As a rule of thumb for this hexagonal form of lead telluride, a volume 1% smaller means a bulk modulus about 4.5% higher. With PBE as the starting point, that rule gives the r2SCAN modulus to about 1%. It fails for the minimal basis SZV, where the cell is larger than in PBE and yet stiffer. The rule therefore does two jobs: it estimates a modulus from a volume, and it exposes a calculation in which more than the volume has changed.

PbTe crystal (P6₃/mmc, 4 atoms per cell) by the methods named in the rows, without spin polarization or spin-orbit coupling. Band gaps are for the fixed r2SCAN cell, volumes are each method's own equilibrium values, and bulk moduli are at fixed cell shape. The semi-empirical and tight-binding runs use a periodic 2×2×2 cluster of cells; k meshes differ among the other runs.

| name | kind | band gap (eV) | volume per atom (Å³) | bulk modulus (GPa) | atoms computed |
| --- | --- | --- | --- | --- | --- |
| PM6 | semi-empirical | 3.796 | n/a | n/a | 32 |
| PM7 | semi-empirical | 6.230 | n/a | n/a | 32 |
| GFN1-xTB tblite | tight binding | 2.255 | n/a | n/a | 32 |
| GFN2-xTB tblite | tight binding | 2.508 | n/a | n/a | 32 |
| PBE coarse-settings | low cutoff and mesh | 1.115 | n/a | n/a | 4 |
| PBE SZV | small basis | 1.135 | 45.14 | 33.70 | 4 |
| PBE sz-orbitals | small basis | 1.166 | n/a | n/a | 4 |
| PBE | semilocal | 1.125 | 43.78 | 29.30 | 4 |
| PBE DZVP | small basis | 1.046 | 43.98 | 29.00 | 4 |
| r2SCAN | semilocal | 1.384 | 43.04 | 31.90 | 4 |
| GLLB-SC | model potential | 2.000 | n/a | n/a | 4 |

**Why a smaller cell is stiffer**

The bulk modulus is the resistance of a crystal to a change of volume; here it was computed with the shape of the cell held fixed. When atoms are pushed together, the repulsion between their electron clouds grows steeply, so each further step of compression raises the pressure by more than the last one did. For many solids the modulus rises by roughly 4 to 5 GPa for every GPa of pressure. The middle of that range, 4.5, is the only constant in the rule, and it comes from general experience with solids, not from this table.

Two methods can be linked through the same idea. Suppose that their energies differ, apart from a constant, by a term proportional to the volume:

$$E_2(V)=E_1(V)+pV+\text{constant}.$$

Here $E$ is the energy, $V$ the volume and $p$ a constant pressure. The second method then behaves like the first one under that pressure, and a positive $p$ makes its cell smaller.

The modulus is $B=V\,d^2E/dV^2$, and a term linear in $V$ has no second derivative. At the same volume, both methods therefore have the same modulus. They report different values because each is read at its own equilibrium volume, at a different point on one common curve.

The rule follows in two steps. For a small volume change $\Delta V=V_2-V_1$, the pressure is about $p=-B_1\,\Delta V/V_1$. The modulus changes by 4.5 times that pressure, so

$$B_2\approx B_1\left(1-4.5\,\frac{\Delta V}{V_1}\right).$$

A weight on a spring that stiffens as it is compressed works in the same way. The weight moves the resting point, and the spring feels harder there, although it is still the same spring. The analogy holds for a single length; a crystal made of sheets can respond differently within the sheets and between them.

**From PBE to r2SCAN**

PBE gives a volume of 43.78 Å³ per atom and a modulus of 29.3 GPa. The r2SCAN volume is 43.04 Å³ per atom, so the change is $(43.04-43.78)/43.78$, or −1.7%. Multiplying by −4.5 gives a modulus 7.6% higher.

The estimate is thus $29.3\times1.076$, about 31.5 GPa, against 31.9 GPa computed. Had the modulus simply been left at its PBE value, it would have come out 8% below the r2SCAN result. Most of the stiffening is therefore what the smaller volume leads one to expect. The r2SCAN modulus played no part in choosing the constant, so this row is a real, if single, test.

The assumed pressure can also be looked at directly. The rule implies that PBE, held on the smaller r2SCAN cell, should push outwards with about 0.5 GPa. A coarse PBE calculation on that cell reports a mean of 0.9 GPa. That is weak support: the plane-wave cutoff is below the recommended value, the mesh is coarse, and the makers of the data warn in general that computed pressures carry noise from the grid. The agreement covers the sign and the order of size at most.

The separate directions in the coarse run are misleading. The stress is 3.5 GPa along the stacking direction and slightly negative within the sheets, as if PBE wanted more room only between them. A converged PBE run on the same cell gives nearly equal stress in both directions, so the split comes from the low cutoff and coarse mesh. The relaxed PBE and r2SCAN cells also have almost the same ratio of height to width. The two methods thus disagree about the size of the cell but hardly about its shape, and a single pressure is a fair description of the difference. The estimate would deserve less trust for two methods that disagreed about the shape as well.

**From PBE to SZV**

SZV uses the same functional as PBE but describes the valence electrons with a minimal set of atomic functions. Its volume is 45.14 Å³ per atom, 3.1% above PBE. The rule therefore predicts a modulus 14% lower, about 25 GPa. The computed value is 33.7 GPa, so the estimate is 25% too low and even the direction of the change is wrong.

Another constant can't repair this. Any positive slope makes a larger cell softer, whereas this one is stiffer. If the two cells have the same shape, the energy difference between SZV and PBE must therefore bend with volume instead of following a straight line. In terms of the analogy, SZV is a different spring, not the same spring under another weight.

Theory offers a possible reason. When a crystal is compressed, its electrons rearrange and so lower the cost of compression. If $x$ stands for one such rearrangement, the curvature of the energy after the electrons have adapted is

$$\frac{d^2E}{dV^2}=E_{VV}-\frac{E_{Vx}^2}{E_{xx}},$$

where the subscripts mark second derivatives with respect to $V$ and $x$. For a stable arrangement of the electrons, the second term can soften the crystal but never stiffen it. A minimal basis allows few rearrangements, so part of this softening can be lost.

The larger DZVP basis gives the electrons more freedom, and its modulus is back within about 1% of PBE. That fits the explanation, but the two basis sets may differ in the shape of their functions as well as in their number. The table shows that SZV is too stiff for its volume; the lack of freedom as the cause remains an argument from theory.

**How far to trust the estimate**

Besides the PBE anchor, the rule can be tried on three rows. It comes within about 1% of the computed modulus for r2SCAN and DZVP, and fails for SZV. DZVP is a weak test, because its volume is so close to that of PBE that an unchanged modulus does equally well. The case for the rule rests mainly on r2SCAN, and the printed analysis below compares it with two simpler assumptions. The runs behind the table also differ in their meshes of electron wavevectors, so a match this close may be partly luck.

The range is short as well. The successful estimates involve volume changes of less than 2%. The straight-line formula also leaves out the gradual change of the slope, which amounts to about 1% of the modulus when the volume changes by 3%. That is small beside the SZV error, but it grows with the square of the volume change.

The rule doesn't extend to the band gap. All gaps were computed on the same cell, yet they run from 1.05 to 6.23 eV, so their spread comes from the methods and their settings, not from the volume. The largest values belong to the semi-empirical and tight-binding methods. Their small clusters sample few electron wavevectors and leave out the point H, where the coarse PBE run has both band edges. PM6 and PM7 also give Hartree-Fock orbital gaps, which are usually far too large. Spin-orbit coupling, which is strong in lead, is left out throughout, so even the smaller gaps are no guide to a measured value.

**What to do with it**

Start from a calculation with a well-converged basis. Find the percentage change in volume, multiply it by −4.5 and apply the result to the modulus. A functional that gave a cell 1% larger than PBE for this crystal should have a modulus near 28 GPa, provided that the basis is equally good and the shape of the cell changes little.

Then use the rule as a check on new results. If a larger cell comes out stiffer, the two methods differ by more than a pressure, and the new result needs a closer look; against PBE, only SZV does this here. A good band gap doesn't remove the doubt. SZV matches the PBE gap to 0.01 eV, although its modulus is 15% higher. The match may itself be luck, because a minimal basis can put the empty bands, and with them the gap, far off. The two quantities test different things: the gap is a difference between electron levels on one fixed cell, while the modulus depends on how the total energy bends as the cell changes.

These moduli belong to flat PbTe sheets stacked in a hexagonal crystal, with contacts between the sheets only slightly longer than those within them. Ordinary lead telluride has the rocksalt structure, so its measured stiffness can't show which of these methods is right. The rule carries a modulus from one method to another for the same crystal; it doesn't carry it from one crystal structure to another.

Printed output of the fit:

```
Modulus from volume with PBE as anchor:
       row  volume change %  estimate GPa  miss %  miss if unchanged %  miss if inverse to volume %
   PBE SZV            3.106          25.2  -25.21               -13.06                       -15.68
       PBE                0          29.3       0                    0                            0
  PBE DZVP           0.4568          28.7  -1.043                1.034                        0.575
    r2SCAN            -1.69         31.53  -1.164                -8.15                       -6.571
r2SCAN estimated change of modulus from PBE in %: 7.606
SZV estimated change of modulus from PBE in %: -13.98
r2SCAN estimate with slope 4 in GPa: 31.28
r2SCAN estimate with slope 5 in GPa: 31.78
SZV estimate with slope 4 in GPa: 25.66
SZV estimate with slope 5 in GPa: 24.75
slope that the PBE and r2SCAN rows alone would give: 5.25
SZV computed modulus above PBE in %: 15.02
SZV computed modulus above the estimate in GPa: 8.496
Estimated PBE pressure on the r2SCAN cell in GPa: 0.4952
Coarse PBE mean pressure on the r2SCAN cell in GPa: 0.9486
Coarse PBE stress in the sheet plane in GPa: -0.3038
Coarse PBE stress along c in GPa: 3.453
SZV gap less PBE gap in eV: 0.01
Smallest gap in the table in eV: 1.046
Largest gap in the table in eV: 6.23
```
